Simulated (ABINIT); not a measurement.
A run of ABINIT 10.8.3 (patched build):

Contents of run.abi:

```
ndtset 4

pp_dirpath "./"
pseudos "Mo.upf, S.upf"

acell 3*1.0
rprim
     6.0179111844     0.0000000000     0.0000000000
    -3.0089555922     5.2116639634     0.0000000000
     0.0000000000     0.0000000000    40.9513755950
ntypat 2
znucl 42 16
natom 6
typat 1 1 2 2 2 2
xred
            1/3            2/3   0.8511602300
            2/3            1/3   0.1488397700
            2/3            1/3   0.7796253900
            1/3            2/3   0.0772510000
            2/3            1/3   0.9227490000
            1/3            2/3   0.2203746100

ecut 36.0

kptopt 1
ngkpt 4 4 1
nshiftk 1
shiftk 0.0 0.0 0.0
istwfk *1

ixc -116133

occopt 1

nstep 80
diemac 6.0

iomode 3
prteig 0
prtebands 0

nband1 26
tolvrs1 1.0e-12
prtden1 1
prtwf1 0

iscf2 -2
getden2 1
nband2 250
nbdbuf2 22
tolwfr2 1.0e-12
nstep2 120
prtden2 0

optdriver3 3
getwfk3 2
nband3 228
ecuteps3 3.5
ecutwfn3 22.0
inclvkb3 2
ppmodel3 2
nfreqim3 0

optdriver4 4
getwfk4 2
nband4 228
ecuteps4 3.5
ecutsigx4 36.0
ecutwfn4 36.0
symsigma4 1
getscr4 3
getden4 1
ppmodel4 2
gw_qprange4 0
```

Potentials or basis: PseudoDojo NC SR PBEsol v0.4.1 standard.

The run is started by

```bash
$ mpirun --bind-to none -np 4 abinit run.abi > log 2>&1
```

Hardware: 4 MPI ranks on Arm Neoverse V2, on a shared host.

**Question.** Estimate the wall time of this run.

**Answer.** It took 5.5 min on 4 MPI ranks on Arm Neoverse V2, with other jobs on the host, peak memory 1.7 GiB a rank. Counts: scf iterations 45, mpi ranks 4, k points 4, bands 250, plane waves 13264.
